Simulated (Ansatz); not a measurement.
**Migration: a S vacancy in rocksalt BaS, 63 atoms, charge 0**

These are results of DFT, PBEsol, PAW, plane waves in Ansatz, not measurements.

Command:

```sh
ansatz run in.yaml --threads 8 --pin off --max-ram 118750MiB --runs-dir r --events-out ev --progress --plain --backend cuda --devices 0, --max-vram 170GiB
```

The input less its lattice and atoms:

```yaml
crystal:
  symmetry: { detect: false }
kpoints:
  mp_grid: { grid: [1, 1, 1], shift: [0.25, 0.25, 0.25] }
hamiltonian:
  xc: pbesol
scf:
  occupations: { method: fermi_dirac, width: 0.01 }
neb:
  images: 5
  f_tol: 0.06
  max_iterations: 90
  relax_end_points: true
```

First end, relaxed:

```
S Ba
1.0
    12.66413    0.00000    0.00000
     0.00000   12.66413    0.00000
     0.00000    0.00000   12.66413
S Ba
31 32
Direct
  0.25046 0.00016 0.99982
  0.25046 0.00020 0.49984
  0.25046 0.50018 0.99985
  0.75046 0.00014 0.99979
  0.75045 0.00017 0.49980
  0.75046 0.50014 0.99983
  0.75043 0.50016 0.49984
  0.00053 0.25021 0.99926
  0.00114 0.25091 0.49883
  0.00088 0.74972 0.99980
  0.00108 0.74950 0.49981
  0.50005 0.25057 0.99984
  0.49976 0.25082 0.49985
  0.50041 0.75010 0.00037
  0.49974 0.74950 0.50077
  0.00048 0.99964 0.24982
  0.00092 0.00022 0.74935
  0.00114 0.49916 0.25050
  0.00118 0.50026 0.74904
  0.50000 0.00007 0.25026
  0.50045 0.00062 0.74980
  0.49972 0.50003 0.25060
  0.49982 0.50101 0.74922
  0.24954 0.25083 0.25041
  0.25060 0.25091 0.74901
  0.25037 0.74946 0.25054
  0.25136 0.74950 0.74917
  0.74995 0.25018 0.24983
  0.75053 0.25059 0.74938
  0.75040 0.74969 0.25025
  0.75094 0.75010 0.74979
  0.00024 0.99990 0.99948
  0.99953 0.99997 0.49959
  0.99956 0.49999 0.99957
  0.99577 0.49951 0.49905
  0.50069 0.00037 0.00013
  0.50137 0.00036 0.50004
  0.50138 0.50033 0.00010
  0.50511 0.50070 0.50059
  0.25031 0.24925 0.99955
  0.24983 0.24554 0.49909
  0.25064 0.75107 0.00005
  0.25110 0.75486 0.50051
  0.75021 0.24993 0.99952
  0.75025 0.24922 0.49961
  0.75070 0.75038 0.00012
  0.75064 0.75107 0.50004
  0.25024 0.99990 0.24888
  0.25070 0.00042 0.75071
  0.24971 0.49946 0.24520
  0.25120 0.50084 0.75449
  0.75013 0.99984 0.24960
  0.75077 0.00043 0.75002
  0.75020 0.49992 0.24892
  0.75073 0.50038 0.75074
  0.99959 0.24927 0.24892
  0.00064 0.25033 0.74958
  0.00052 0.75002 0.24989
  0.00062 0.75005 0.74968
  0.50028 0.25023 0.24992
  0.50044 0.25027 0.74976
  0.50026 0.74994 0.25004
  0.50131 0.75099 0.75066
```

The last end differs by the jump below and was relaxed too.

Atom 11 (S) jumps. The converged band:

```
image  path length (Å)  energy (eV)  x of the mover (Å)  y (Å)  z (Å)
    0             0.00        0.000               0.014  9.492  6.330
    1             0.89        0.430               0.443  9.068  6.432
    2             1.77        1.497               1.002  8.512  6.631
    3             2.66        2.007               1.595  7.925  6.822
    4             3.55        1.501               2.182  7.333  6.633
    5             4.43        0.437               2.737  6.775  6.434
    6             5.32        0.000               3.161  6.344  6.330
```

Highest image (3):

```
S Ba
1.0
    12.66413    0.00000    0.00000
     0.00000   12.66413    0.00000
     0.00000    0.00000   12.66413
S Ba
31 32
Direct
  0.25159 0.00545 0.00019
  0.24997 0.01387 0.49932
  0.24524 0.50508 0.99814
  0.75242 0.99821 0.99937
  0.75508 0.99533 0.49924
  0.74481 0.49905 0.00033
  0.73687 0.49956 0.49984
  0.99941 0.24446 0.00024
  0.99994 0.23658 0.49966
  0.00537 0.74484 0.99808
  0.12595 0.62576 0.53865
  0.49853 0.25209 0.99930
  0.49564 0.25474 0.49915
  0.50575 0.75127 0.00008
  0.51425 0.74967 0.49914
  0.00285 0.99122 0.25286
  0.00362 0.98951 0.74569
  0.99540 0.49518 0.25215
  0.98821 0.48791 0.75584
  0.50135 0.00114 0.25143
  0.50294 0.00270 0.74789
  0.49142 0.50262 0.25286
  0.48975 0.50334 0.74567
  0.24821 0.25847 0.25147
  0.24746 0.26084 0.74483
  0.25535 0.75515 0.25196
  0.26287 0.76261 0.75556
  0.74938 0.24914 0.25038
  0.74799 0.24771 0.74735
  0.75865 0.74798 0.25140
  0.76106 0.74721 0.74484
  0.00198 0.99588 0.99776
  0.00234 0.00394 0.49934
  0.99481 0.49455 0.99986
  0.97126 0.47103 0.49991
  0.50268 0.00237 0.99887
  0.50686 0.00654 0.49939
  0.49620 0.50168 0.99775
  0.50423 0.50206 0.49931
  0.24888 0.25423 0.99785
  0.24916 0.24615 0.49943
  0.25587 0.75561 0.99964
  0.28075 0.78037 0.50031
  0.74824 0.24797 0.99901
  0.74458 0.24430 0.49951
  0.75456 0.74857 0.99781
  0.74655 0.74886 0.49943
  0.25237 0.00546 0.24599
  0.25320 0.00641 0.75306
  0.24354 0.50671 0.24087
  0.23772 0.51300 0.74776
  0.75262 0.99809 0.24801
  0.75351 0.99702 0.75009
  0.74528 0.49825 0.24663
  0.74421 0.49722 0.75295
  0.99848 0.24498 0.24660
  0.99747 0.24389 0.75293
  0.00700 0.74329 0.24087
  0.01334 0.73742 0.74766
  0.49835 0.25232 0.24798
  0.49735 0.25324 0.75009
  0.50574 0.75209 0.24596
  0.50670 0.75287 0.75299
```

Task: What are the barriers forward and back?

Result: 2.007 eV forward and 2.007 eV back, at the single k point (¼, ¼, ¼) without its symmetry partners. The one k point singles out an axis, so the ends can be distorted along it and jumps that symmetry makes equal can differ. A level is partly filled at the highest image, and the barrier includes the smearing. The highest image climbed; that it is a first-order saddle isn't proved.

Time: 55 s of wall time on one NVIDIA GB200 with 8 processor threads, on a host shared with other runs; peak host memory 3.2 GiB.
